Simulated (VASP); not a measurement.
# Al: elastic constants with PBE

Crystal: Al.

```
Al
1.0
     0.00000    2.02481    2.02481
     2.02481    0.00000    2.02481
     2.02481    2.02481    0.00000
Al
1
Direct
  0.00000 0.00000 0.00000
```

```
Program                   : VASP 6.6.1
Task                      : elastic constants
Functional                : PBE
Potentials or basis       : VASP PAW PBE potentials, release 64 (Al)
Cutoff                    : 600 eV
k mesh                    : 8 × 8 × 8
Occupations               : fermi-dirac, width 0.05 eV
Spin                      : no spin polarisation
Ions in elastic constants : relaxed
Further INCAR settings    : ALGO = Normal; EDIFF = 1e-08; IBRION = 6; POTIM = 0.015; NSW = 1; ISIF = 3
```

| Item | Value |
| --- | --- |
| Relaxed volume | 16.51 Å³/atom |
| Relaxed cell | a = 2.858 Å, b = 2.858 Å, c = 2.858 Å, α = 60.00°, β = 60.00°, γ = 60.00° |
| Space group after relaxing (to 0.05 Å) | Fm-3m (No. 225) |
| Elastic constants C11, C12, C44 | 210, 17, -7 GPa |
| Voigt bulk modulus | 82 GPa |

The path:
```csv
step,energy change (eV),largest force (eV/Å),pressure (GPa),volume (Å³)
1,0.0000,0.0000,-0.47,16.60
2,-0.0001,0.0000,0.10,16.49
3,-0.0001,0.0000,0.00,16.51
```

Final structure:
```
CELL_PARAMETERS angstrom
0.00000 2.02090 2.02090
2.02090 0.00000 2.02090
2.02090 2.02090 0.00000
ATOMIC_POSITIONS crystal
Al 0.00000 0.00000 0.00000
```

Elastic tensor in Voigt notation (GPa, in the Cartesian axes of the cell as first typed):
```
210  17  17   0   0   0
 17 210  17   0   0   0
 17  17 210   0   0   0
  0   0   0  -7   0   0
  0   0   0   0  -7   0
  0   0   0   0   0  -7
```

Clamped-ion elastic tensor (GPa):
```
210  17  17   0   0   0
 17 210  17   0   0   0
 17  17 210   0   0   0
  0   0   0  -7   0   0
  0   0   0   0  -7   0
  0   0   0   0   0  -7
```

It took 86 s on 1 thread of Intel(R) Xeon(R) Platinum 8175M CPU @ 2.50GHz (Skylake/Cascade Lake) (shared host), peak memory 0.16 GiB.

Caveat: the elastic tensor has a negative eigenvalue, so either the cell is unstable as it stands or the mesh is too thin.
